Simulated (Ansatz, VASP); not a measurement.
## WSe2 in VASP and in Ansatz

```
CELL_PARAMETERS angstrom
3.28549 0.00000 0.00000
-1.64275 2.84532 0.00000
0.00000 0.00000 24.23865
ATOMIC_POSITIONS crystal
Se 0.33333 0.66667 0.18565
Se 0.33333 0.66667 0.32454
Se 0.66667 0.33333 0.44969
Se 0.66667 0.33333 0.58855
W 0.66667 0.33333 0.25511
W 0.00000 0.00000 0.51905
```

Alike in both runs: functional PBE; dispersion D3(BJ); k mesh 9 × 9 × 1; occupations gaussian, width 0.05 eV; no spin polarisation.

Ansatz relaxed the structure, and its values are those at the end. VASP's run is a single point on that final structure, the one shown.

|  | VASP | Ansatz |
| --- | --- | --- |
| version | VASP 6.6.1 | Ansatz 0.2.0 |
| potentials or method | VASP PAW PBE potentials, release 64 (Se, W_sv) | scalar-relativistic, plane waves, PAW |
| plane-wave cutoff (eV) | 520 | 420 |
| valence electrons in the cell | 52 | 92 |

VASP gave:

* gap on the k mesh at the Fermi level (eV): 1.38
* least direct gap on the mesh (eV): 1.59
* rms of the force components (eV/Å): 0.023

Estimate Ansatz's values.

gap on the k mesh at the Fermi level (eV): 1.39; least direct gap on the mesh (eV): 1.60; rms of the force components (eV/Å): 0.000.

The two sets of potentials don't hold the same shells in valence.

Caveats: spin-orbit coupling is left out, which moves the levels of the heavy elements.
